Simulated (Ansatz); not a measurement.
## Straining Pd

Method: DFT PBE, scalar-relativistic, plane waves, PAW (Ansatz). Settings: 420 eV cutoff, 24×24×6 k-mesh, Gaussian smearing of 0.10 eV, no spin polarisation.

The relaxed crystal:

```xyz
4
Lattice="2.7797 0.0000 0.0000 -1.3899 2.4073 0.0000 0.0000 0.0000 9.1787" Properties=species:S:1:pos:R:3 pbc="T T T"
Pd    0.0000    0.0000    0.0000
Pd    0.0000    1.6049    2.2947
Pd    0.0000    0.0000    4.5893
Pd    1.3899    0.8024    6.8840
```

Deformation: all cell vectors scaled alike, the atoms relaxed, all within the symmetry that the strain leaves. Energies are extrapolated to zero smearing.

```
strain (%)  ΔE (meV/atom) a (Å) b (Å) c (Å)
      -6.0          341.2  2.613  2.613  8.628
      -4.0          137.4  2.669  2.669  8.812
      -2.0           30.9  2.724  2.724  8.995
      +0.0            0.0  2.780  2.780  9.179
      +2.0           27.0  2.835  2.835  9.362
      +4.0           97.7  2.891  2.891  9.546
      +6.0          200.7  2.946  2.946  9.729
```

Problem. What stiffness (1/V) d²E/dε² at zero strain does a cubic fit over all points give?

Solution. A cubic fit gives (1/V) d²E/dε² = 1575 GPa at zero strain (nine times the bulk modulus at fixed shape).

This form isn't the element's structure at ambient conditions.